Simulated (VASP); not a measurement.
Wanted: the native input for a VASP 6.6.1 run.

| Quantity | Value |
| --- | --- |
| Task | relaxation of cell and atoms |
| Functional | LDA |
| Potentials or basis | VASP PAW LDA potentials, release 64 (Pd) |
| Cutoff | 600 eV |
| k mesh | 10 × 10 × 6 |
| Occupations | fermi-dirac, width 0.05 eV |
| Spin | no spin polarisation |
| Ladder | gaps |
| Further INCAR settings | ALGO = Normal; EDIFF = 1e-06; IBRION = 2; EDIFFG = -0.02; NSW = 40; ISIF = 3 |

The structure of Pd lies in POSCAR:

```
Pd
1.0
    2.7836650458      0.0000000000      0.0000000000
   -1.3918325229      2.4107246453      0.0000000000
    0.0000000000      0.0000000000      4.6288930000
Pd
2
Direct
    0.3333333333      0.6666666667      0.2500000000
    0.6666666667      0.3333333333      0.7500000000
```

This isn't the form of Pd at room conditions, which is fcc.

One way to write it, as run:

INCAR

```
SYSTEM = Pd
ALGO = Normal
EDIFF = 1E-6
EDIFFG = -0.02
ENCUT = 600
IBRION = 2
ISIF = 3
ISMEAR = -1
LASPH = .True.
LCHARG = .False.
LREAL = .False.
LWAVE = .False.
NELM = 100
NSW = 40
PREC = Accurate
SIGMA = 0.05
```

KPOINTS

```
k-points
0
Gamma
  10 10 6
  0 0 0
```

Potentials or basis: VASP PAW LDA potentials, release 64 (Pd).

Launch:

```console
$ cat potpaw_LDA.64/Pd/POTCAR > POTCAR
$ mpirun -np 1 vasp_std > vasp.out
```

It gave:

```json
{
 "Relaxed volume": "14.24 Å³/atom",
 "Relaxed cell": "a = 2.695 Å, b = 2.695 Å, c = 4.530 Å, α = 90.00°, β = 90.00°, γ = 120.00°",
 "Space group after relaxing (to 0.05 Å)": "P6_3/mmc (No. 194)",
 "Energy gained by relaxing": "68.5 meV/atom",
 "Ionic steps": "10",
 "Pressure after relaxing": "0.0 GPa",
 "Band gap on the k mesh": "none (metal or under the smearing width)"
}
```

It took 91 s on 1 thread of Intel(R) Xeon(R) Platinum 8488C (Sapphire Rapids), on a shared host, peak memory 0.17 GiB.
